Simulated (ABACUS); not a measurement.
Crystal: GaP.

```
Ga P
1.0
     0.00000    2.72525    2.72525
     2.72525    0.00000    2.72525
     2.72525    2.72525    0.00000
Ga P
1 1
Cartesian
  0.0000 0.0000 0.0000
  4.0879 4.0879 4.0879
```

Base run:

| Item | Value |
| --- | --- |
| Program | ABACUS 3.10.1 |
| Functional | TASK |
| Potentials or basis | SG15 ONCV 1.2 PBE |
| Cutoff | 1279 eV |
| Density cutoff | 5116 eV |
| Basis | plane waves |
| k mesh | 5 × 5 × 5 |
| Occupations | fermi-dirac, width 0.05 eV |
| Spin | no spin polarisation |

Its results: band gap on the k mesh 2.00 eV, direct; pressure 229.6 GPa.

**Question.** The run is repeated on the same cell with these changes: functional from TASK to revTPSS. What comes out?

**Answer.** Band gap on the k mesh 1.57 eV, indirect (least direct gap 1.95 eV); pressure 0.5 GPa.

Caveats: the potentials were made for another functional, which shifts forces and pressure; an odd mesh through Γ misses points on the zone boundary, where band edges often lie; a pressure of tens of GPa on the cell as given is suspect, and the run, the potentials or the cell itself is likely at fault (some runs).
